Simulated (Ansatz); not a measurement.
MgS (Niningerite) under changes of volume

One of the cells (17.609 Å³/atom); the others are scaled copies at fixed shape and fractional positions:

```xyz
2
Lattice="0.0000 2.6016 2.6016 2.6016 0.0000 2.6016 2.6016 2.6016 0.0000" Properties=species:S:1:pos:R:3 pbc="T T T"
S     2.6016    2.6016    2.6016
Mg    0.0000    0.0000    0.0000
```

```yaml
Program: Ansatz 0.2.0
Functional: PBEsol
Potentials_or_basis: Ansatz PAW
Cutoff: "420 eV (not typed: the program's choice for these potentials)"
k_mesh: 9 × 9 × 9
Occupations: fermi-dirac, width 0.05 eV
Spin: no spin polarisation
```

```csv
volume (Å³/atom),energy over the lowest point (meV/atom),pressure (GPa),gap on the mesh (eV)
16.553,10.52,4.3,2.96
16.905,3.25,2.4,2.91
17.257,0.00,0.6,2.87
17.609,?,?,?
17.962,4.01,-2.3,2.79
18.314,10.60,-3.6,2.75
18.666,19.85,-4.8,2.71
```

Q: What does the run at 17.609 Å³/atom give?

A: Energy over the lowest point 0.37 meV/atom; pressure -0.9 GPa; gap on the mesh 2.83 eV.

Worked out: A Birch-Murnaghan fit of order 3 (a polynomial in V^(-2/3)) to the other rows has its minimum at 17.39 Å³/atom with B0 = V·E''(V) = 78 GPa and B' = 4.1. It gives 0.36 meV/atom at 17.609 Å³/atom, against the run's 0.37, and -dE/dV = -0.9 GPa, against -0.9. A straight line through the other rows of the gap, of slope -2.05 eV per unit of ln V, gives 2.83 eV, against the run's 2.83.

Energies are extrapolated to zero smearing.

Caveats: odd divisions of the mesh miss points on the zone boundary, where band edges often lie, so the gap on the mesh can be too wide; the PAW data sets come from PBE, with cores solved anew for the run's functional, which leaves a small shift of forces and pressure.

A mesh can miss the band edges.
